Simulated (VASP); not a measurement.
# GaAs (F-43m) in VASP: a series of runs

The runs below take GaAs through single point, with PBE.

Program: VASP 6.6.1. These are calculated values, not measurements. Logs are shortened: lines on timing, memory, paths and dates and some standing lists are left out, and cuts for length are marked.

## 1. Starting point

The structure is cubic, space group F-43m (No. 216). The conventional cell has a = 5.654 Å, b = 5.654 Å, c = 5.654 Å, α = 90.00°, β = 90.00°, γ = 90.00°. As (site symmetry -43m) is surrounded by 4 Ga at 2.45 Å. Around Ga (site symmetry -43m) lie 4 As at 2.45 Å.

## 2. Single point, PBE, spin-orbit coupling, no magnetisation

File INCAR:

```
SYSTEM = GaAs
PREC = Accurate
ENCUT = 350
EDIFF = 1E-7
ISMEAR = 0
SIGMA = 0.02
LREAL = .FALSE.
LASPH = .TRUE.
NELM = 100
ALGO = Normal
ISIF = 2
LWAVE = .FALSE.
LCHARG = .FALSE.
MAGMOM = 0 0 0 0 0 0
LORBIT = 11
LSORBIT = .TRUE.
GGA_COMPAT = .FALSE.
GGA = PE
NBANDS = 34
```

File KPOINTS:

```
regular mesh
0
G
  5 5 5
  0 0 0
```

File POSCAR:

```
GaAs
1.0
    0.0000000000      2.8268500000      2.8268500000
    2.8268500000      0.0000000000      2.8268500000
    2.8268500000      2.8268500000      0.0000000000
As Ga
1 1
Direct
    0.7500000000      0.7500000000      0.7500000000
    0.0000000000      0.0000000000      0.0000000000
```

Potentials or basis: VASP PAW PBE potentials, release 64 (As, Ga_d).

Launch:

```sh
> cat potpaw_PBE.64/As/POTCAR potpaw_PBE.64/Ga_d/POTCAR > POTCAR
> mpirun -np 1 vasp_ncl > vasp.out
```

OUTCAR:

```text
SYSTEM = GaAs
   PREC = Accurate
   ENCUT = 350
   EDIFF = 1E-7
   ISMEAR = 0
   LREAL = .FALSE.
   LASPH = .TRUE.
   NELM = 100
   ISIF = 2
   LORBIT = 11
   LSORBIT = .TRUE.
   GGA = PE

 Found     14 irreducible k-points:

 Following reciprocal coordinates:
            Coordinates               Weight
  0.000000  0.000000  0.000000      1.000000
  0.200000  0.000000  0.000000      4.000000
 -0.200000  0.000000  0.000000      4.000000
  0.400000  0.000000  0.000000      4.000000
 -0.400000  0.000000  0.000000      4.000000
  0.200000  0.200000  0.000000      6.000000
   k-points           NKPTS =     14   k-points in BZ     NKDIM =     14   number of bands    NBANDS=     34
   number of dos      NEDOS =    301   number of ions     NIONS =      2
   total plane-waves  NPLWV =  13824
   dimension x,y,z NGX =    24 NGY =   24 NGZ =   24
   dimension x,y,z NGXF=    48 NGYF=   48 NGZF=   48
   ions per type =               1   1
   NGX,Y,Z   is equivalent  to a cutoff of   9.98,  9.98,  9.98 a.u.
   NGXF,Y,Z  is equivalent  to a cutoff of  19.96, 19.96, 19.96 a.u.
 SYSTEM =  GaAs
   PREC   = accura    normal or accurate (medium, high low for compatibility)
   ISTART =      0    job   : 0-new  1-cont  2-samecut
   ICHARG =      2    charge: 1-file 2-atom 10-const
   ISPIN  =      1    spin polarized calculation?
   LNONCOLLINEAR =      T non collinear calculations
   LSORBIT =      T    spin-orbit coupling
   LASPH  =      T    aspherical Exc in radial PAW
   ENCUT  =  350.0 eV  25.72 Ry    5.07 a.u.   6.10  6.10  6.10*2*pi/ulx,y,z
   NELM   =    100;   NELMIN=  2; NELMDL= -5     # of ELM steps
   EDIFF  = 0.1E-06   stopping-criterion for ELM
   LREAL  =      F    real-space projection
   EDIFFG = 0.1E-05   stopping-criterion for IOM
   NSW    =      0    number of steps for IOM
   IBRION =     -1    ionic relax: 0-MD 1-quasi-New 2-CG
   NFREE  =      0    steps in history (QN), initial steepest desc. (CG)
   ISIF   =      2    stress and relaxation
   ISYM   =      2    0-nonsym 1-usesym 2-fastsym
   POTIM  = 0.5000    time-step for ionic-motion
   TEBEG  =    0.0;   TEEND  =   0.0 temperature during run
   PSTRESS=    0.0 pullay stress
   NELECT =      18.0000    total number of electrons
   NUPDOWN=      -1.0000    fix difference up-down
   EMIN   =  10.00;   EMAX   =-10.00  energy-range for DOS
   EFERMI =   0.00;   METHOD = LEGACY
   ISMEAR =     0;   SIGMA  =   0.02  broadening in eV -4-tet -1-fermi 0-gaus
   EFERMI_NEDOS =   21; number of points for ismear=-14 and -15
   IALGO  =     38    algorithm
   IMIX   =      4    mixing-type and parameters
     AMIX     =   0.40;   BMIX     =  1.00
     AMIX_MAG =   1.60;   BMIX_MAG =  1.00
  volume/ion in A,a.u.               =      22.59       152.44
  Fermi-wavevector in a.u.,A,eV,Ry     =   1.204628  2.276417 19.743799  1.451128
  Thomas-Fermi vector in A             =   2.340347
   LORBIT       =     11    0 simple, 1 ext, 2 COOP (PROOUT), +10 PAW based schemes
   GGA     = PE    functional components
   LHFCALC =     F    Hartree Fock is set to
   AEXX    =    0.0000 exact exchange contribution
   IVDW    =     0    specifies the selected vdW correction
   LEPSILON=     F    determine dielectric tensor
   LRPA    =     F    only Hartree local field effects (RPA)
 Gauss-broadening in eV      SIGMA  =   0.02
  energy-cutoff  :      350.00
  volume of cell :       45.18
 maximum number of plane-waves:      1370
   NGX = 13   NGY = 13   NGZ = 13

 number of electron      18.0000000 magnetization       0.0000000      0.0000000      0.0000000

 number of electron      18.0000029 magnetization       0.0000000      0.0000000     -0.0000000

 number of electron      18.0000029 magnetization      -0.0000000      0.0000000     -0.0000000

 Free energy of the ion-electron system (eV)
  ---------------------------------------------------
  ext. energy  EPLUGINS =         0.00000000
  ---------------------------------------------------
  free energy    TOTEN  =        -8.20594266 eV

  energy without entropy =       -8.20594266  energy(sigma->0) =       -8.20594266

 E-fermi :   4.2121     XC(G=0):  -9.5768

 val. band max:        4.0606951659   @ k =   0.0000   0.0000   0.0000
 cond. band min:       4.4674984575   @ k =   0.0000   0.0000   0.0000
 fundamental gap:      0.4068032916
 Fermi energy:         4.2120948614

 k-point     1 :       0.0000    0.0000    0.0000
  band No.  band energies     occupation
      1     -11.1148      1.00000
      2     -11.1148      1.00000
      3     -11.1148      1.00000
      4     -11.1148      1.00000
      5     -10.6900      1.00000
      6     -10.6900      1.00000
[... 22 lines left out ...]
     29      14.0634      0.00000
     30      14.0634      0.00000

 k-point     2 :       0.2000    0.0000    0.0000
  band No.  band energies     occupation
      1     -11.1228      1.00000
      2     -11.1228      1.00000
      3     -11.1161      1.00000
      4     -11.1100      1.00000
      5     -10.6952      1.00000
      6     -10.6952      1.00000
[... 22 lines left out ...]
     29      12.9046      0.00000
     30      12.9060      0.00000

 k-point     3 :      -0.2000    0.0000    0.0000
  band No.  band energies     occupation
      1     -11.1228      1.00000
      2     -11.1228      1.00000
      3     -11.1161      1.00000
      4     -11.1100      1.00000
      5     -10.6952      1.00000
      6     -10.6952      1.00000
[... 22 lines left out ...]
     29      12.9046      0.00000
     30      12.9060      0.00000

 k-point     4 :       0.4000    0.0000    0.0000
  band No.  band energies     occupation
      1     -11.1364      1.00000
      2     -11.1364      1.00000
      3     -11.1124      1.00000
      4     -11.1086      1.00000
      5     -10.7000      1.00000
      6     -10.7000      1.00000
[... 22 lines left out ...]
     29      14.4665      0.00000
     30      14.4665      0.00000

 k-point     5 :      -0.4000    0.0000    0.0000
  band No.  band energies     occupation
      1     -11.1364      1.00000
      2     -11.1364      1.00000
      3     -11.1124      1.00000
      4     -11.1086      1.00000
      5     -10.7000      1.00000
      6     -10.7000      1.00000
[... 22 lines left out ...]
     29      14.4666      0.00000
     30      14.4666      0.00000

 k-point     6 :       0.2000    0.2000    0.0000
  band No.  band energies     occupation
      1     -11.1304      1.00000
      2     -11.1304      1.00000
      3     -11.1069      1.00000
      4     -11.1069      1.00000
      5     -10.6992      1.00000
      6     -10.6992      1.00000
[... 22 lines left out ...]
     29      14.2794      0.00000
     30      14.2794      0.00000

 [... further k-points ...]

 [bands above 30 left out]

------------------------ aborting loop because EDIFF is reached ----------------------------------------

  FORCE on cell =-STRESS in cart. coord.  units (eV):
  Direction    XX          YY          ZZ          XY          YZ          ZX
  --------------------------------------------------------------------------------------
  -------------------------------------------------------------------------------------
  Total        0.9428059      0.9428059      0.9428059      0.0000000      0.0000000      0.0000000
  in kB       33.4344805     33.4344805     33.4344805      0.0000000      0.0000000      0.0000000
  external PRESSURE =      33.4344805 kB  Pullay stress =       0.0000000 kB

 VOLUME and BASIS-vectors are now :
 -----------------------------------------------------------------------------
  energy-cutoff  :      350.00
  volume of cell :       45.18
      direct lattice vectors                 reciprocal lattice vectors
     0.000000000  2.826850000  2.826850000    -0.176875321  0.176875321  0.176875321
     2.826850000  0.000000000  2.826850000     0.176875321 -0.176875321  0.176875321
     2.826850000  2.826850000  0.000000000     0.176875321  0.176875321 -0.176875321

 POSITION                                       TOTAL-FORCE (eV/Angst)
 -----------------------------------------------------------------------------------
      4.24027      4.24027      4.24027         0.000000      0.000000      0.000000
      0.00000      0.00000      0.00000        -0.000000     -0.000000     -0.000000
 -----------------------------------------------------------------------------------
    total drift:                               -0.000003     -0.000003     -0.000003

  FREE ENERGIE OF THE ION-ELECTRON SYSTEM (eV)
  ---------------------------------------------------
  free  energy   TOTEN  =        -8.2059426553 eV

  energy  without entropy=       -8.2059426553  energy(sigma->0) =       -8.20594266

 Spin-Orbit-Coupling matrix elements

 Ion:    1  E_soc:     -0.0236475
 l=   1
     0.0000000    -0.0039334    -0.0039334
    -0.0039334     0.0000000    -0.0039334
    -0.0039334    -0.0039334     0.0000000
 l=   2
     0.0000000    -0.0000041     0.0000000    -0.0000041    -0.0000037
    -0.0000041     0.0000000    -0.0000028    -0.0000041    -0.0000009
     0.0000000    -0.0000028     0.0000000    -0.0000028     0.0000000
    -0.0000041    -0.0000041    -0.0000028     0.0000000    -0.0000009
    -0.0000037    -0.0000009     0.0000000    -0.0000009     0.0000000
 l=   3
     0.0000000     0.0000000     0.0000000     0.0000000     0.0000000     0.0000000     0.0000000
     0.0000000     0.0000000     0.0000000     0.0000000     0.0000000     0.0000000     0.0000000
     0.0000000     0.0000000     0.0000000     0.0000000     0.0000000     0.0000000     0.0000000
     0.0000000     0.0000000     0.0000000     0.0000000     0.0000000     0.0000000     0.0000000
     0.0000000     0.0000000     0.0000000     0.0000000     0.0000000     0.0000000     0.0000000
     0.0000000     0.0000000     0.0000000     0.0000000     0.0000000     0.0000000     0.0000000
     0.0000000     0.0000000     0.0000000     0.0000000     0.0000000     0.0000000     0.0000000

 Ion:    2  E_soc:     -0.0118523
 l=   1
     0.0000000    -0.0011428    -0.0011428
    -0.0011428     0.0000000    -0.0011428
    -0.0011428    -0.0011428     0.0000000
 l=   2
     0.0000000    -0.0001666     0.0000000    -0.0001666    -0.0006660
    -0.0001666     0.0000000    -0.0004995    -0.0001666    -0.0001665
     0.0000000    -0.0004995     0.0000000    -0.0004995     0.0000000
    -0.0001666    -0.0001666    -0.0004995     0.0000000    -0.0001665
    -0.0006660    -0.0001665     0.0000000    -0.0001665     0.0000000
 l=   3
     0.0000000     0.0000000     0.0000000     0.0000000     0.0000000     0.0000000     0.0000000
     0.0000000     0.0000000     0.0000000     0.0000000     0.0000000     0.0000000     0.0000000
     0.0000000     0.0000000     0.0000000     0.0000000     0.0000000     0.0000000     0.0000000
     0.0000000     0.0000000     0.0000000     0.0000000     0.0000000     0.0000000     0.0000000
     0.0000000     0.0000000     0.0000000     0.0000000     0.0000000     0.0000000     0.0000000
     0.0000000     0.0000000     0.0000000     0.0000000     0.0000000     0.0000000     0.0000000
     0.0000000     0.0000000     0.0000000     0.0000000     0.0000000     0.0000000     0.0000000

 total charge

# of ion       s       p       d       tot
------------------------------------------
    1        1.202   1.612   0.031   2.845
    2        0.874   0.808   9.994  11.675
--------------------------------------------------
tot          2.076   2.420  10.025  14.521

 magnetization (x)

# of ion       s       p       d       tot
------------------------------------------
    1       -0.000  -0.000   0.000  -0.000
    2       -0.000   0.000  -0.000   0.000
--------------------------------------------------
tot         -0.000   0.000  -0.000  -0.000

 magnetization (y)

# of ion       s       p       d       tot
------------------------------------------
    1       -0.000  -0.000   0.000  -0.000
    2       -0.000  -0.000   0.000  -0.000
--------------------------------------------------
tot         -0.000  -0.000   0.000  -0.000

 magnetization (z)

# of ion       s       p       d       tot
------------------------------------------
    1        0.000  -0.000   0.000   0.000
    2        0.000   0.000   0.000   0.000
--------------------------------------------------
tot          0.000   0.000   0.000   0.000
```

Run time: 17 s. Hardware: 1 thread of Intel Xeon Platinum 8559C (Emerald Rapids), shared host; peak memory 0.19 GiB.

These settings aren't checked as converged: the numbers below hold their error.

Results:

```
Free energy                                           : -8.2059 eV
Pressure                                              : 3.3 GPa
Valence electrons inside the program's atomic spheres : As 2.85; Ga 11.68
```

Caveat: the k mesh is coarse (spacing up to 0.38 Å⁻¹), so the values aren't converged; the cutoff is under 1.25 times the usual one of these potentials, so pressure, stress and relaxed cells hold a basis-set (Pulay) error.

## 3. Single point, PBE, spin-orbit coupling, no magnetisation

INCAR, as its differences from that of step 2:

```diff
@@ -2,3 +2,3 @@
 PREC = Accurate
-ENCUT = 350
+ENCUT = 600
 EDIFF = 1E-7
```

File KPOINTS:

```
regular mesh
0
G
  4 4 4
  0 0 0
```

POSCAR is that of step 2.

Potentials or basis: VASP PAW PBE potentials, release 64 (As, Ga_d).

Launch:

```sh
> cat potpaw_PBE.64/As/POTCAR potpaw_PBE.64/Ga_d/POTCAR > POTCAR
> mpirun -np 1 vasp_ncl > vasp.out
```

Wall time 29 s (1 thread of Intel Xeon Platinum 8559C (Emerald Rapids), shared host); peak memory 0.3 GiB.

The run converged, but some of its settings lie outside the range that counts as converged, so its numbers aren't taken as properties of the crystal.

Results:

| Property | Result |
| --- | --- |
| Free energy | -8.0907 eV |
| Pressure | 3.7 GPa |
| Valence electrons inside the program's atomic spheres | As 2.85; Ga 11.67 |

Caveat: the k mesh is coarse (spacing up to 0.48 Å⁻¹), so the values aren't converged.

## 4. Single point, PBE, spin-orbit coupling, no magnetisation

INCAR, as its differences from that of step 3:

```diff
@@ -2,3 +2,3 @@
 PREC = Accurate
-ENCUT = 600
+ENCUT = 300
 EDIFF = 1E-7
```

File KPOINTS:

```
regular mesh
0
G
  6 6 6
  0 0 0
```

POSCAR is that of step 3.

Potentials or basis: VASP PAW PBE potentials, release 64 (As, Ga_d).

Launch:

```sh
> cat potpaw_PBE.64/As/POTCAR potpaw_PBE.64/Ga_d/POTCAR > POTCAR
> mpirun -np 1 vasp_ncl > vasp.out
```

OUTCAR:

```text
SYSTEM = GaAs
   PREC = Accurate
   ENCUT = 300
   EDIFF = 1E-7
   ISMEAR = 0
   LREAL = .FALSE.
   LASPH = .TRUE.
   NELM = 100
   ISIF = 2
   LORBIT = 11
   LSORBIT = .TRUE.
   GGA = PE

 Found     22 irreducible k-points:

 Following reciprocal coordinates:
            Coordinates               Weight
  0.000000  0.000000  0.000000      1.000000
  0.166667  0.000000  0.000000      4.000000
 -0.166667  0.000000  0.000000      4.000000
  0.333333  0.000000  0.000000      4.000000
 -0.333333  0.000000  0.000000      4.000000
[... 344 lines left out ...]
    -0.0001651    -0.0001651    -0.0004964     0.0000000    -0.0001655
    -0.0006618    -0.0001655     0.0000000    -0.0001655     0.0000000
 l=   3
     0.0000000     0.0000000     0.0000000     0.0000000     0.0000000     0.0000000     0.0000000
     0.0000000     0.0000000     0.0000000     0.0000000     0.0000000     0.0000000     0.0000000
     0.0000000     0.0000000     0.0000000     0.0000000     0.0000000     0.0000000     0.0000000
     0.0000000     0.0000000     0.0000000     0.0000000     0.0000000     0.0000000     0.0000000
     0.0000000     0.0000000     0.0000000     0.0000000     0.0000000     0.0000000     0.0000000
     0.0000000     0.0000000     0.0000000     0.0000000     0.0000000     0.0000000     0.0000000
     0.0000000     0.0000000     0.0000000     0.0000000     0.0000000     0.0000000     0.0000000

 total charge

# of ion       s       p       d       tot
------------------------------------------
    1        1.206   1.605   0.031   2.842
    2        0.878   0.805   9.993  11.676
--------------------------------------------------
tot          2.085   2.410  10.024  14.518

 magnetization (x)

# of ion       s       p       d       tot
------------------------------------------
    1        0.000  -0.000  -0.000  -0.000
    2        0.000  -0.000   0.000  -0.000
--------------------------------------------------
tot          0.000  -0.000  -0.000  -0.000

 magnetization (y)

# of ion       s       p       d       tot
------------------------------------------
    1        0.000   0.000  -0.000   0.000
    2       -0.000   0.000   0.000  -0.000
--------------------------------------------------
tot         -0.000   0.000  -0.000  -0.000

 magnetization (z)

# of ion       s       p       d       tot
------------------------------------------
    1        0.000  -0.000   0.000  -0.000
    2       -0.000  -0.000   0.000  -0.000
--------------------------------------------------
tot         -0.000  -0.000   0.000  -0.000
```

OSZICAR:

```text
N       E                     dE             d eps       ncg     rms          rms(c)
DAV:   1     0.100614963820E+03    0.10061E+03   -0.59767E+03  1672   0.109E+03
DAV:   2     0.477203256682E+01   -0.95843E+02   -0.89940E+02  1586   0.294E+02
DAV:   3    -0.805362574104E+01   -0.12826E+02   -0.12669E+02  1824   0.857E+01
DAV:   4    -0.840343051754E+01   -0.34980E+00   -0.34925E+00  1712   0.156E+01
DAV:   5    -0.840878746650E+01   -0.53569E-02   -0.53561E-02  1818   0.186E+00    0.293E+00
DAV:   6    -0.826248757771E+01    0.14630E+00   -0.16086E-01  2142   0.729E+00    0.171E+00
DAV:   7    -0.824374940605E+01    0.18738E-01   -0.87387E-02  1758   0.196E+00    0.589E-01
DAV:   8    -0.824494700783E+01   -0.11976E-02   -0.14744E-02  1728   0.162E+00    0.135E-01
DAV:   9    -0.824520306472E+01   -0.25606E-03   -0.18521E-03  1758   0.772E-01    0.685E-02
DAV:  10    -0.824526089928E+01   -0.57835E-04   -0.23547E-04  1714   0.116E-01    0.297E-02
DAV:  11    -0.824530169539E+01   -0.40796E-04   -0.29332E-05  1776   0.581E-02    0.153E-02
DAV:  12    -0.824532208169E+01   -0.20386E-04   -0.30091E-05  1620   0.291E-02    0.469E-03
DAV:  13    -0.824532213058E+01   -0.48890E-07   -0.42097E-07  1744   0.458E-03
   1 F= -.82453221E+01 E0= -.82453221E+01  d E =-.839181E-24  mag=     0.0000    -0.0000     0.0000
```

stdout:

```text
POSCAR found type information on POSCAR AsGa
 POSCAR found :  2 types and       2 ions
 scaLAPACK will be used
 LDA part: xc-table for (Slater+PW92), standard interpolation
 POSCAR, INCAR and KPOINTS ok, starting setup
 FFT: planning ... GRIDC
 FFT: planning ... GRID_SOFT
 FFT: planning ... GRID
 WAVECAR not read
 entering main loop
```

Run time: 31 s. Hardware: 1 thread of Intel Xeon Platinum 8559C (Emerald Rapids), shared host; peak memory 0.2 GiB.

The run converged, but some of its settings lie outside the range that counts as converged, so its numbers aren't taken as properties of the crystal.

What came out:

* Free energy: -8.2453 eV
* Valence electrons inside the program's atomic spheres: As 2.84; Ga 11.68

Caveat: the cutoff is under 1.25 times the usual one of these potentials, so pressure, stress and relaxed cells hold a basis-set (Pulay) error.

## 5. Single point, PBE, spin-orbit coupling, no magnetisation

INCAR, as its differences from that of step 4:

```diff
@@ -2,3 +2,3 @@
 PREC = Accurate
-ENCUT = 300
+ENCUT = 500
 EDIFF = 1E-7
```

File KPOINTS:

```
regular mesh
0
G
  5 5 5
  0 0 0
```

POSCAR is that of step 4.

Launch:

```sh
> cat potpaw_PBE.64/As/POTCAR potpaw_PBE.64/Ga_d/POTCAR > POTCAR
> mpirun -np 1 vasp_ncl > vasp.out
```

Run time: 37 s. Hardware: 1 thread of Intel Xeon Platinum 8559C (Emerald Rapids), shared host; peak memory 0.28 GiB.

These settings aren't checked as converged: the numbers below hold their error.

What came out:

```
Free energy                                           : -8.2063 eV
Pressure                                              : 3.5 GPa
Valence electrons inside the program's atomic spheres : As 2.85; Ga 11.68
```

Caveat: the k mesh is coarse (spacing up to 0.38 Å⁻¹), so the values aren't converged.

(Part 1 of 2 ends here.)
